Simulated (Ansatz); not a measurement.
# Meshes and cutoff for the phonons of CsH (Fm-3m)

Aim: how dense must the meshes and how high the cutoff be for the phonons of CsH (Fm-3m)?

Method: DFT PBEsol, scalar-relativistic, plane waves, PAW, in Ansatz 0.2.0.

This is a report of a sequence of runs, with most program output left out.

The database entry behind the starting cell differs from later determinations by our own check (0.1 to 0.3 % short, probably kX units), so it need not match the best structure at ambient conditions.

### 1. Set-up

The structure is cubic, space group Fm-3m (No. 225). Conventional cell: a = 6.250 Å, b = 6.250 Å, c = 6.250 Å, α = 90.00°, β = 90.00°, γ = 90.00°. Nearest to Cs lie 6 H at 3.13 Å. Nearest to H lie 6 Cs at 3.13 Å. Farther neighbours are not listed.

### 2. Relaxing to small forces for the phonons

Phonons need a cell at rest on their own settings, so the relaxation is repeated with tight tolerances on forces and stress on the k mesh and occupations of the first response run.

input.yaml

```yaml
crystal:
  lattice:
    - [0.0, 3.1251553515, 3.1251553515]
    - [3.1251553515, 0.0, 3.1251553515]
    - [3.1251553515, 3.1251553515, 0.0]
  atoms:
    - { symbol: Cs, position: [0.0, 0.0, 0.0] }
    - { symbol: H, position: [0.5, 0.5, 0.5] }
kpoints:
  mp_grid: { grid: [8, 8, 8] }
hamiltonian:
  xc: pbesol
scf:
  occupations: { method: fixed }
output:
  forces: true
  stress: true
  eigenvalues: true
relax:
  adjacent_minimum: "off"
  f_tol: 0.001
  max_steps: 60
  cell: { stress_tol: 0.01 }
```

Command:

```console
$ ansatz run input.yaml --threads 4 --pin off --max-ram 7168MiB --backend cpu --events-out ev --progress --plain --runs-dir out
```

Wall time 1 s (4 threads of Intel Xeon Platinum 8488C (Sapphire Rapids), shared host); peak memory 0.4 GiB.

Little changed from the start: no atom moved by 0.005 Å and no cell edge by 0.1 %.

This step gave:

```
pressure           : 0.009736 GPa
gap on the k-mesh  : 2.064 eV
volume per atom    : 30.55 Å³
direct gap on mesh : 2.064 eV
```

The forces vanish by symmetry and the pressure is 0.010 GPa, within the tolerances set. The cell now holds 30.55 Å³/atom.

### 3. The dispersion

Stability and thermal properties need the whole zone. Linear response on a 4×4×4 q mesh gives force constants as far as a supercell of that size would, and the tensors from the zone-centre run are typed in so that the long-range dipole term is interpolated apart.

input.yaml

```yaml
crystal:
  lattice:
    - [0.0, 3.1261165314, 3.1261165314]
    - [3.1261165314, 0.0, 3.1261165314]
    - [3.1261165314, 3.1261165314, 0.0]
  atoms:
    - { symbol: Cs, position: [0.0, 0.0, 0.0] }
    - { symbol: H, position: [0.5, 0.5, 0.5] }
kpoints:
  mp_grid: { grid: [8, 8, 8] }
hamiltonian:
  xc: pbesol
scf:
  occupations: { method: fixed }
output:
  eigenvalues: true
phonons:
  method: dfpt
  qmesh: [4, 4, 4]
  temperatures: { t_max: 1000, t_step: 50 }
  qpath:
    path:
      - [[0.0, 0.0, 0.0], [0.5, 0.0, 0.5], [0.625, 0.25, 0.625]]
      - [[0.375, 0.375, 0.75], [0.0, 0.0, 0.0], [0.5, 0.5, 0.5], [0.5, 0.25, 0.75], [0.5, 0.0, 0.5]]
    npoints: 10
  non_analytic_term:
    high_frequency_dielectric_tensor: [[3.2958, 0.0, 0.0], [0.0, 3.2958, 0.0], [0.0, 0.0, 3.2958]]
    born_effective_charges:
      - { species: Cs, tensor: [[1.1331, 0.0, 0.0], [0.0, 1.1331, 0.0], [0.0, 0.0, 1.1331]] }
      - { species: H, tensor: [[-1.1331, 0.0, 0.0], [0.0, -1.1331, 0.0], [0.0, 0.0, -1.1331]] }
    source: "zone-centre run at this cell"
```

The job ended after 46 s (4 threads; peak memory 1 GiB).

This step gave:

```yaml
sum_rule_residual_before_enforcement: 1.35e-4 eV/Å²
lowest_frequency_on_the_path: 0 cm⁻¹
point_group: m-3m
highest_frequency_on_the_path_or_at_a_solved_wavevector: 698.8 cm⁻¹
mean_frequency: 282 cm⁻¹
debye_temperature_second_moment: 694 K
logarithmic_mean_frequency: 148 cm⁻¹
highest_optical_mode_at_the_zone_centre_no_lo_to_term: 402.1 cm⁻¹
lowest_optical_zone_centre_mode: 402.1 cm⁻¹
lowest_mode_on_the_q_mesh_acoustic_modes_at_gamma_apart: 26.22 cm⁻¹
zero_point_energy_per_atom: 52.44 meV
heat_capacity_at_300_k: 20.05 J/(mol atoms K)
vibrational_entropy_at_300_k: 36.35 J/(mol atoms K)
edges_of_the_widest_gap_between_branches_on_path_and_mesh: 64.5, 402.1 cm⁻¹
```

Frequencies (cm⁻¹) solved at each irreducible wavevector; negative means imaginary. Frequencies by wavevector, by row:

```tsv
q in reciprocal lattice units	star	mode 1	mode 2	mode 3	mode 4	mode 5	mode 6
0 0 0	1	0	0	0	402.1	402.1	402.1
0 0 0.25	8	30	30	45.5	458.9	458.9	694.4
0 0 -0.5	4	38.4	38.4	64.5	505.7	505.7	698.8
0 0.25 0.25	6	26.2	26.2	55	424.7	424.7	637
0 0.25 -0.5	24	37.8	46.4	58.6	469.7	487.9	599.1
0 0.25 -0.25	12	38.3	42.6	57.5	455.6	499.7	653.4
0 -0.5 -0.5	3	33.9	33.9	61.1	427.8	427.8	488.6
0.25 -0.5 -0.25	6	46	51.5	51.5	468.3	468.3	555.8
```

Interpolated from a 4×4×4 q mesh, with the LO-TO term (at Γ the limit along the path; where Γ stands inside the path, tables give the limit on arrival). The phonon branches at the labelled points (cm⁻¹):

```tsv
point	branch 1	branch 2	branch 3	branch 4	branch 5	branch 6
Γ	0	0	0	402	402	689
halfway	26	26	55	425	425	637
X	34	34	61	428	428	489
halfway	36	41	60	440	469	488
U	39	51	56	468	483	550
jump to K	39	51	56	468	483	550
halfway	33	35	51	445	480	675
Γ	0	0	0	402	402	689
halfway	30	30	46	459	459	694
L	38	38	64	506	506	699
halfway	40	47	60	487	493	633
W	46	52	52	468	468	556
halfway	41	41	59	445	486	498
X	34	34	61	428	428	489
```

Symmetry leaves 8 wavevectors to solve. The lowest mode among them, the acoustic zeros apart, lies at q = (0, 0.25, 0.25) and is real, 26.2 cm⁻¹.

### 4. Another q mesh, q mesh 2×2×2

The q mesh is changed to 2×2×2, to see how far the force constants must reach.

Edit input.yaml of step 3 so:

```diff
@@ -18,3 +18,3 @@
   method: dfpt
-  qmesh: [4, 4, 4]
+  qmesh: [2, 2, 2]
   temperatures: { t_max: 1000, t_step: 50 }
```

Wall time 9.7 s (4 threads); peak memory 0.62 GiB.

This step gave:

```yaml
mean_frequency: 281.5 cm⁻¹
debye_temperature_second_moment: 692 K
logarithmic_mean_frequency: 147.1 cm⁻¹
lowest_mode_on_the_q_mesh_acoustic_modes_at_gamma_apart: 33.86 cm⁻¹
zero_point_energy_per_atom: 52.34 meV
heat_capacity_at_300_k: 20.06 J/(mol atoms K)
vibrational_entropy_at_300_k: 36.49 J/(mol atoms K)
```

Frequencies (cm⁻¹) solved at each irreducible wavevector; negative means imaginary. Frequencies by wavevector, by row:

```tsv
q in reciprocal lattice units	star	mode 1	mode 2	mode 3	mode 4	mode 5	mode 6
0 0 0	1	0	0	0	402.1	402.1	402.1
0 0 -0.5	4	38.4	38.4	64.5	505.7	505.7	698.8
0 -0.5 -0.5	3	33.9	33.9	61.1	427.8	427.8	488.6
```

Interpolated from a 2×2×2 q mesh, rough between the solved points, with the LO-TO term (at Γ the limit along the path; where Γ stands inside the path, tables give the limit on arrival). The phonon branches at the labelled points (cm⁻¹):

```tsv
point	branch 1	branch 2	branch 3	branch 4	branch 5	branch 6
Γ	0	0	0	402	402	689
halfway	27	27	54	458	458	630
X	34	34	61	428	428	489
halfway	35	40	60	434	454	494
U	38	50	55	450	505	516
jump to K	38	50	55	450	505	516
halfway	32	36	51	455	490	669
Γ	0	0	0	402	402	689
halfway	30	30	46	457	457	694
L	38	38	64	506	506	699
halfway	40	45	59	479	501	616
W	46	50	50	485	492	492
halfway	40	41	58	455	458	496
X	34	34	61	428	428	489
```

The mean frequency is 281.5 cm⁻¹, -0.5 cm⁻¹ against the base run.

On this path the spectrum ends at 699 cm⁻¹ (at L). No branch goes imaginary on this path.

### 5. Another q mesh, k-mesh 9×9×9, q mesh 3×3×3

The q mesh is changed to 3×3×3, to see how far the force constants must reach; the k mesh is 9×9×9, against 8×8×8 in the base run, so that the q mesh divides it.

Edit input.yaml of step 4 so:

```diff
@@ -9,3 +9,3 @@
 kpoints:
-  mp_grid: { grid: [8, 8, 8] }
+  mp_grid: { grid: [9, 9, 9] }
 hamiltonian:
@@ -18,3 +18,3 @@
   method: dfpt
-  qmesh: [2, 2, 2]
+  qmesh: [3, 3, 3]
   temperatures: { t_max: 1000, t_step: 50 }
```

It took 28 s on 4 threads; peak memory 0.91 GiB; 100 s of CPU time.

Frequencies (cm⁻¹) solved at each irreducible wavevector; negative means imaginary. Frequencies by wavevector, by row:

```tsv
q in reciprocal lattice units	star	mode 1	mode 2	mode 3	mode 4	mode 5	mode 6
0 0 0	1	0	0	0	402.1	402.1	402.1
0 0 0.3333	8	34.8	34.8	55.8	483.2	483.2	696.6
0 0.3333 0.3333	6	30.7	30.7	61.1	428.4	428.4	583
0 0.3333 -0.3333	12	39.9	52.6	55.6	474.3	485.9	593.2
```

The mean frequency is 281.8 cm⁻¹, -0.2 cm⁻¹ against the base run, whose k mesh differs too.

### 6. Another q mesh, k-mesh 12×12×12, q mesh 6×6×6

The q mesh is changed to 6×6×6, to see how far the force constants must reach; the k mesh is 12×12×12, against 8×8×8 in the base run, so that the q mesh divides it.

Edit input.yaml of step 5 so:

```diff
@@ -9,3 +9,3 @@
 kpoints:
-  mp_grid: { grid: [9, 9, 9] }
+  mp_grid: { grid: [12, 12, 12] }
 hamiltonian:
@@ -18,3 +18,3 @@
   method: dfpt
-  qmesh: [3, 3, 3]
+  qmesh: [6, 6, 6]
   temperatures: { t_max: 1000, t_step: 50 }
```

Run time: 6.7 min. Hardware: 4 threads; peak memory 2.4 GiB; 25 min of CPU time.

Frequencies (cm⁻¹) solved at each irreducible wavevector; negative means imaginary. Frequencies by wavevector, by row:

```tsv
q in reciprocal lattice units	star	mode 1	mode 2	mode 3	mode 4	mode 5	mode 6
0 0 0	1	0	0	0	402.1	402.1	402.1
0 0 0.1667	8	22.5	22.5	32.1	432	432	692
0 0 0.3333	8	34.8	34.8	55.8	483.3	483.3	696.6
0 0 -0.5	4	38.4	38.4	64.5	505.6	505.6	698.8
0 0.1667 0.1667	6	19.5	19.5	42.3	416.2	416.2	669.9
0 0.1667 0.3333	24	31.2	35.1	53.7	447.1	464.6	655.2
0 0.1667 -0.5	24	38.4	44	61	488.3	497.6	652.6
0 0.1667 -0.3333	24	38.4	41.8	59.3	472.4	501.2	664.8
0 0.1667 -0.1667	12	29.7	32.6	48.1	432.1	475.5	680.4
0 0.3333 0.3333	6	30.7	30.7	61.1	428.4	428.4	583
0 0.3333 -0.5	24	36.4	43.1	59.5	449.6	473.2	538
0 0.3333 -0.3333	12	39.9	52.6	55.6	474.3	486	593.3
0 -0.5 -0.5	3	33.9	33.9	61.1	427.8	427.8	488.6
0.1667 0.3333 -0.5	24	39.8	40.7	58.1	449	489.1	613.6
0.1667 0.3333 -0.3333	24	42.1	49.6	56.7	478.4	482.1	593.3
0.1667 -0.5 -0.3333	12	44	44.4	56.8	451.1	480.6	530.2
```

The mean frequency is 282.0 cm⁻¹, +0.0 cm⁻¹ against the base run, whose k mesh differs too.

### 7. Comparing the runs

Times are for 4 threads of Intel Xeon Platinum 8488C (Sapphire Rapids), shared host. Results by setting:

```tsv
no.	q mesh	k-mesh	mean frequency (cm⁻¹)	zero-point energy per atom (meV)	lowest frequency on the path (cm⁻¹)	time	memory (GiB)
1	2×2×2	8×8×8	281.5	52.34	0	9.7 s	0.62
2	3×3×3	9×9×9	281.8	52.4	0	28 s	0.91
3	6×6×6	12×12×12	282	52.44	0	6.7 min	2.4
```

The phonon density of states has structure finer than the step of the table below, so its rows give means over 25 cm⁻¹, whole bins alone (the curve runs from 5 to 705 cm⁻¹). Peaks (cm⁻¹: height): 2×2×2, 8×8×8 35.0: 0.114, 465.0: 0.0447; 3×3×3, 9×9×9 35.0: 0.100, 475.0: 0.0376, 685.0: 0.0156; 6×6×6, 12×12×12 35.0: 0.102, 485.0: 0.0376.

The runs together. Table of phonon density of states by wavenumber; means over each step; values in 1/cm⁻¹/cell:

```tsv
wavenumber (cm⁻¹)	2×2×2, 8×8×8	3×3×3, 9×9×9	6×6×6, 12×12×12
25	0.0412	0.0389	0.0383
50	0.0704	0.0698	0.0726
75	0.00766	0.0101	0.00827
100	0	0	0
125	0	0	0
150	0	0	0
175	0	0	0
200	0	0	0
225	0	0	0
250	0	0	0
275	0	0	0
300	0	0	0
325	0	0	0
350	0	0	0
375	0	0	0
400	3.8e-4	0.00106	7.5e-4
425	0.00376	0.00904	0.00916
450	0.0213	0.0201	0.0200
475	0.0309	0.0321	0.0301
500	0.0244	0.0189	0.0211
525	0.00540	0.00303	0.00224
550	0.00377	0.00328	0.00319
575	0.00414	0.00399	0.00438
600	0.00459	0.00430	0.00489
625	0.00516	0.00484	0.00562
650	0.00603	0.00581	0.00674
675	0.00768	0.00944	0.00878
```

The runs together, line C_V. Table of C_V by temperature; values in J/mol-atom/K:

```tsv
temperature (K)	2×2×2, 8×8×8	3×3×3, 9×9×9	6×6×6, 12×12×12
0	0	0	0
50	10.9	10.9	10.9
100	12.5	12.6	12.5
150	14.6	14.6	14.6
200	16.8	16.8	16.8
250	18.7	18.7	18.7
300	20.1	20.1	20.1
350	21.1	21.1	21.1
400	21.8	21.8	21.8
450	22.4	22.4	22.4
500	22.8	22.8	22.8
550	23.2	23.1	23.1
600	23.4	23.4	23.4
650	23.6	23.6	23.6
700	23.8	23.8	23.8
750	23.9	23.9	23.9
800	24.1	24.0	24.0
850	24.1	24.1	24.1
900	24.2	24.2	24.2
950	24.3	24.3	24.3
1000	24.4	24.4	24.4
```

### 8. Another k mesh, k-mesh 2×2×2, q mesh 2×2×2

The k mesh is changed to 2×2×2 on a small fixed q mesh, to find the coarsest that serves.

input.yaml, the sections that differ from step 6:

```yaml
kpoints:
  mp_grid: { grid: [2, 2, 2] }
phonons:
  method: dfpt
  dielectric: true
  rigid_motions: translations
  qmesh: [2, 2, 2]
  temperatures: { t_max: 1000, t_step: 50 }
  qpath:
    path:
      - [[0.0, 0.0, 0.0], [0.5, 0.0, 0.5], [0.625, 0.25, 0.625]]
      - [[0.375, 0.375, 0.75], [0.0, 0.0, 0.0], [0.5, 0.5, 0.5], [0.5, 0.25, 0.75], [0.5, 0.0, 0.5]]
    npoints: 10
# crystal, hamiltonian, scf, output: as in step 6
```

The job ended after 6.7 s (4 threads; peak memory 0.49 GiB; 20 s of CPU time).

The run finished; it serves as a test, and its numbers are not taken as the result.

### 9. Another k mesh, k-mesh 4×4×4, q mesh 2×2×2

The k mesh is changed to 4×4×4 on a small fixed q mesh, to find the coarsest that serves.

Edit input.yaml of step 8 so:

```diff
@@ -9,3 +9,3 @@
 kpoints:
-  mp_grid: { grid: [2, 2, 2] }
+  mp_grid: { grid: [4, 4, 4] }
 hamiltonian:
```

Wall time 7.6 s (4 threads); peak memory 0.52 GiB; 22 s of CPU time.

The run finished; it serves as a test, and its numbers are not taken as the result.

### 10. Another k mesh, k-mesh 6×6×6, q mesh 2×2×2

The k mesh is changed to 6×6×6 on a small fixed q mesh, to find the coarsest that serves.

Edit input.yaml of step 9 so:

```diff
@@ -9,3 +9,3 @@
 kpoints:
-  mp_grid: { grid: [4, 4, 4] }
+  mp_grid: { grid: [6, 6, 6] }
 hamiltonian:
```

Elapsed: 11 s, on 4 threads; peak memory 0.59 GiB; 34 s of CPU time.

The highest optical mode at the zone centre (no LO-TO term) is 401.9 cm⁻¹, -0.2 cm⁻¹ against the base run.

### 11. Another k mesh, q mesh 2×2×2

The k mesh is changed to 8×8×8 on a small fixed q mesh, to find the coarsest that serves.

Edit input.yaml of step 10 so:

```diff
@@ -9,3 +9,3 @@
 kpoints:
-  mp_grid: { grid: [6, 6, 6] }
+  mp_grid: { grid: [8, 8, 8] }
 hamiltonian:
```

Run time: 14 s. Hardware: 4 threads; peak memory 0.62 GiB; 48 s of CPU time.

The highest optical mode at the zone centre (no LO-TO term) is 402.1 cm⁻¹, +0.0 cm⁻¹ against the base run.

### 12. Another k mesh, k-mesh 12×12×12, q mesh 2×2×2

The k mesh is changed to 12×12×12 on a small fixed q mesh, to find the coarsest that serves.

Edit input.yaml of step 11 so:

```diff
@@ -9,3 +9,3 @@
 kpoints:
-  mp_grid: { grid: [8, 8, 8] }
+  mp_grid: { grid: [12, 12, 12] }
 hamiltonian:
```

Run time: 36 s. Hardware: 4 threads; peak memory 1 GiB.

The highest optical mode at the zone centre (no LO-TO term) is 402.1 cm⁻¹, +0.0 cm⁻¹ against the base run.

### 13. Side by side

Times are for 4 threads of Intel Xeon Platinum 8488C (Sapphire Rapids), shared host. The series side by side:

```tsv
no.	k-mesh	lowest mode on the q mesh (acoustic modes at Γ apart) (cm⁻¹)	highest frequency on the path or at a solved wavevector (cm⁻¹)	time	memory (GiB)
1	6×6×6	33.82	698.9	11 s	0.59
2	8×8×8	33.86	698.8	14 s	0.62
3	12×12×12	33.86	698.8	36 s	1
```

(Continued in part 2 of 2.)

[Logs are printed without paths, hosts, clocks, repeated set-up lines and the standing remarks that a program may print on its own settings, such as how far it seeks lower states.]

[Hosts, paths, dates, database ids (printed as entryN), source tags and the programs' standing remarks are cut or masked in the printed files.]
